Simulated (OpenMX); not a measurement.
BaF2 (Frankdicksonite) under changes of volume

One of the cells (19.862 Å³/atom); the others are scaled copies at fixed shape and fractional positions:

```
Ba F
1.0
     0.00000    3.10005    3.10005
     3.10005    0.00000    3.10005
     3.10005    3.10005    0.00000
Ba F
1 2
Direct
  0.00000 0.00000 0.00000
  0.75000 0.75000 0.75000
  0.25000 0.25000 0.25000
```

- Program: OpenMX 3.8.5
- Functional: PBE
- Potentials or basis: OpenMX 2013 PBE set, Ba10.0-s3p2d1, F6.0-s2p2, fixed grid of 42 × 42 × 42 points
- k mesh: 9 × 9 × 9
- Occupations: fermi-dirac, width 0.05 eV
- Spin: no spin polarisation

| volume (Å³/atom) | energy over the lowest point (meV/atom) | gap on the mesh (eV) |
| --- | --- | --- |
| 18.670 | 56.99 | 7.06 |
| 19.067 | 38.27 | 6.95 |
| 19.464 | 23.67 | 6.85 |
| 19.862 | 13.03 | 6.75 |
| 20.259 | ? | ? |
| 20.656 | 1.48 | 6.56 |
| 21.053 | 0.00 | 6.46 |

Question: What does the run at 20.259 Å³/atom give?

Answer: Energy over the lowest point 5.75 meV/atom; gap on the mesh 6.65 eV.

Worked out: A Birch-Murnaghan fit of order 3 (a polynomial in V^(-2/3)) to the other rows has its minimum at 21.09 Å³/atom, just outside them, with B0 = V·E''(V) = 52 GPa and B' = 4.8. It gives 5.71 meV/atom at 20.259 Å³/atom, against the run's 5.75. A straight line through the other rows of the gap, of slope -4.96 eV per unit of ln V (its deformation potential), gives 6.65 eV, against the run's 6.65.

Energies are extrapolated to zero smearing.

Caveats: spin-orbit coupling is left out, which moves the levels of the heavy elements; an odd mesh through Γ misses points on the zone boundary, where band edges often lie; the basis of atomic orbitals isn't converged, which shifts pressures, moduli and gaps.
